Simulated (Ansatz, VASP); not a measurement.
**AlN: VASP beside Ansatz**

```
Al N
1.0
     3.94701    0.00000    0.00000
     0.00000    3.94701    0.00000
     0.00000    0.00000    3.94701
Al N
3 3
Direct
  0.50000 0.50000 0.00000
  0.50000 0.00000 0.50000
  0.00000 0.50000 0.50000
  0.00000 0.00000 0.50000
  0.00000 0.50000 0.00000
  0.50000 0.00000 0.00000
```

Change from the starting cell: species swapped into the TcN type (Pm-3m, No. 221).

Alike in both runs: functional PBE; k mesh 10 × 10 × 10; occupations gaussian, width 0.1 eV; no spin polarisation.

Ansatz relaxed the structure, and its values are those at the end. VASP's run is a single point on that final structure, the one shown.

```csv
,VASP,Ansatz
version,VASP 6.6.1,Ansatz 0.2.0
potentials or method,"VASP PAW PBE potentials, release 64 (Al, N)","scalar-relativistic, plane waves, PAW"
plane-wave cutoff (eV),520,420
valence electrons in the cell,24,24
```

VASP gave:

| Item | Value |
| --- | --- |
| gap on the k mesh at the Fermi level (eV) | none |
| pressure (GPa) | -0.3 |

**Question.** What did Ansatz give for the same quantities?

**Answer.** gap on the k mesh at the Fermi level (eV): none; pressure (GPa): 0.0.

A gap of «none» marks a metal or a gap that the smearing closes.
